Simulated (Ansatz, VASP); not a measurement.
## Two plane-wave programs on SrTiO3

```
CELL_PARAMETERS angstrom
4.02000 0.00000 0.00000
0.00000 4.02000 0.00000
0.00000 0.00000 4.02000
ATOMIC_POSITIONS crystal
Sr 0.00000 0.00000 0.00000
Ti 0.50000 0.50000 0.50000
O 0.50000 0.50000 0.00000
O 0.50000 0.00000 0.50000
O 0.00000 0.50000 0.50000
```

The cell was built by a generator and isn't the measured one.

Alike in both runs: task single point; functional PBE; k mesh 4 × 4 × 4; occupations gaussian, width 0.05 eV; no spin polarisation.

|  | VASP | Ansatz |
| --- | --- | --- |
| version | VASP 6.6.1 | Ansatz 0.2.0 |
| potentials or method | VASP PAW PBE potentials, release 64 (Sr_sv, Ti_sv, O) | scalar-relativistic, plane waves, PAW |
| plane-wave cutoff (eV) | 520 | 420 |
| valence electrons in the cell | 40 | 40 |

|  | VASP | Ansatz | Ansatz less VASP |
| --- | --- | --- | --- |
| gap on the k mesh at the Fermi level (eV) | 1.67 | 1.70 | +0.028 |
| least direct gap on the mesh (eV) | 2.06 | 2.08 | +0.020 |
| pressure (GPa) | -8.8 | -9.3 | -0.53 |

A k mesh can miss the band edges. As with any semilocal functional, this PBE gap is likely too small.
